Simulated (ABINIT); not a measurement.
A calculation with ABINIT 10.8.3 (patched build) of AlN (ASE script, structure typed inline):

File run.py:

```python
import json, os
import numpy as np
from ase.units import GPa
from ase.calculators.abinit import Abinit, AbinitProfile
from ase import Atoms

atoms = Atoms(['Al', 'Al', 'N', 'N'],
              cell=[[3.113, 0.0, 0.0], [-1.5565, 2.695937082, 0.0], [0.0, 0.0, 4.981]],
              scaled_positions=[[0.6666666667, 0.3333333333, 0.5], [0.3333333333, 0.6666666667, 0.0], [0.6666666667, 0.3333333333, 0.88], [0.3333333333, 0.6666666667, 0.38]],
              pbc=True)

profile = AbinitProfile(command='abinit', pp_paths=[os.path.abspath('pseudos')])
params = dict(
    pps='pawxml', xc='PBE',
    ecut=707.496,
    pawecutdg=1306.1465,
    kptopt=1,
    ngkpt=[10, 10, 6],
    nshiftk=1,
    shiftk=[0.0, 0.0, 0.0],
    ixc=11,
    nband=12,
    occopt=3,
    tsmear=0.05,
    nstep=100,
    tolvrs=1e-09,
    prtwf=0,
    prtden=0,
)

atoms.calc = Abinit(profile=profile, directory='run', **params)
energy = atoms.get_potential_energy()
forces = atoms.get_forces()
stress = atoms.get_stress()
print(f'energy {energy:.6f} eV')
print('forces (eV/A)')
print(np.round(forces, 5))
print('stress (GPa, Voigt, tension positive)', np.round(stress / GPa, 4))
json.dump(dict(energy=energy, forces=forces.tolist(), stress=stress.tolist(), cell=atoms.cell.tolist(), frac=atoms.get_scaled_positions(wrap=False).tolist()), open('results.json', 'w'))
```

Potentials or basis: JTH PAW PBE v2.0.

Launch:

```console
$ python run.py
```

Q: Write the same calculation in another form: native input, structure typed inline.

A: As run:

Contents of run.abi:

```
# Pseudopotentials
pp_dirpath "./"
pseudos "Al.GGA_PBE-JTH.xml, N.GGA_PBE-JTH.xml"

# Structure
acell 5.882717426 5.882717426 9.4127258268
rprim
     1.0000000000     0.0000000000     0.0000000000
    -0.5000000000     0.8660254038     0.0000000000
     0.0000000000     0.0000000000     1.0000000000
ntypat 2
znucl 13 7
natom 4
typat 1 1 2 2
xcart
     1.5565000002     0.8986456939     2.4905000000
    -0.0000000002     1.7972913881     0.0000000000
     1.5565000002     0.8986456939     4.3832800000
    -0.0000000002     1.7972913881     1.8927800000 Angstrom

# Plane-wave basis
ecut 707.496042 eV
pawecutdg 48.0

# k points
kptopt 1
ngkpt 10 10 6
nshiftk 1
shiftk 0.0 0.0 0.0

# Exchange and correlation
ixc 11

# Bands and occupations
nband 12
occopt 3
tsmear 0.00183747

# SCF cycle
nstep 100
tolvrs 1.0e-9

# Output
iomode 3
prtwf 0
prteig 0
prtebands 0
enunit 1
prtden 1
prtvha 1
prtvclmb 1
prtpot 1
```

Potentials or basis: JTH PAW PBE v2.0.

Command:

```bash
$ abinit run.abi > log 2>&1
```

Both were run:

|  | ASE script, structure typed inline | native input, structure typed inline |
| --- | --- | --- |
| Pressure | 4.2 GPa | 4.2 GPa |
| Largest force | 0.131 eV/Å | 0.131 eV/Å |
| Band gap on the k mesh | 4.20 eV, direct | 4.20 eV, direct |
| Valence electrons inside the program's atomic spheres | Al 0.90; N 2.63 | Al 0.90; N 2.63 |

Keys that steer only the numerical path or the files written may differ.
